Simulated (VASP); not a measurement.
# KCl: single point with PBE

Crystal: KCl.

```
K Cl
1.0
     0.00000    3.50728    3.50728
     3.50728    0.00000    3.50728
     3.50728    3.50728    0.00000
K Cl
1 1
Direct
  0.00000 0.00000 0.00000
  0.25000 0.25000 0.25000
```

The cell was built by a generator and needn't be a form met in nature.

- Program: VASP 6.6.1
- Task: single point
- Functional: PBE
- Potentials or basis: VASP PAW PBE potentials, release 64 (K_sv, Cl)
- Cutoff: 520 eV
- k mesh: 4 × 4 × 4
- Occupations: gaussian, width 0.01 eV
- Spin: no spin polarisation
- Dipole correction: no
- Further INCAR settings: ALGO = Fast; EDIFF = 1e-06; NBANDS = 15

```
Pressure               : 0.3 GPa
Band gap on the k mesh : 4.78 eV, indirect (least direct gap 4.81 eV)
```

Levels at points of the mesh, in eV from the valence-band top:
```tsv
k point	band 5	band 6	band 7	band 8	band 9	band 10	band 11	band 12
(0.00, 0.00, 0.00)	-10.74	-0.04	-0.04	-0.04	4.78	9.37	9.37	10.36
(0.50, 0.00, 0.00)	-10.54	-0.34	-0.01	-0.01	7.28	7.41	8.95	8.95
(0.50, 0.50, 0.00)	-10.46	-0.40	0.00	0.00	6.69	7.69	9.87	10.29
```

Run time: 24 s on 1 thread of Intel(R) Xeon(R) Platinum 8488C (Sapphire Rapids), on a shared host, peak memory 0.23 GiB.

A k mesh can miss the band edges. As with any semilocal functional, this PBE gap is likely too small.
